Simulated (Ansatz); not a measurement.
The system is Yb.

```
Yb
1.0
     0.00000    2.74310    2.74310
     2.74310    0.00000    2.74310
     2.74310    2.74310    0.00000
Yb
1
Direct
  0.00000 0.00000 0.00000
```

Alike in all runs: program Ansatz 0.2.0; functional PBE; potentials or basis Ansatz PAW; cutoff 420 eV (not typed: the program's choice for these potentials); k mesh 7 × 7 × 7; occupations fermi-dirac, width 0.05 eV.

Starts and where they ended:

| start | free energy over the lowest (meV/atom) | net moment (μB) | site or absolute moments (μB) | gap |
| --- | --- | --- | --- | --- |
| collinear spin, ferromagnetic start of up to 1 μB; fixed moment 1 | 210.9 | 1.00 | Yb +0.63 | - |
| collinear spin, ferromagnetic start of up to 1.5 μB; fixed moment 1.5 | 458.4 | 1.50 | Yb +0.94 | - |
| collinear spin, ferromagnetic start of up to 0.2 μB; fixed moment 0.2 | 3.7 | 0.20 | Yb +0.10 | - |
| collinear spin, program default start; fixed moment 0 | 0.0 | 0.00 | - | - |
| collinear spin, ferromagnetic start of up to 1.2 μB; fixed moment 1.2 | 296.3 | 1.20 | Yb +0.75 | - |
| collinear spin, ferromagnetic start of up to 0.8 μB; fixed moment 0.8 | 137.8 | 0.80 | Yb +0.50 | - |
| collinear spin, ferromagnetic start of up to 0.5 μB; fixed moment 0.5 | 51.3 | 0.50 | Yb +0.31 | - |
| collinear spin, ferromagnetic start of up to 2 μB; fixed moment 2 | 823.2 | 2.00 | Yb +1.28 | - |

All polarised runs hold their moment fixed, so the table maps the energy against it. A still lower state may exist.

Caveats: spin-orbit coupling is left out, which moves the levels of the heavy elements; the total moment is fixed, so each spin has its own Fermi level.
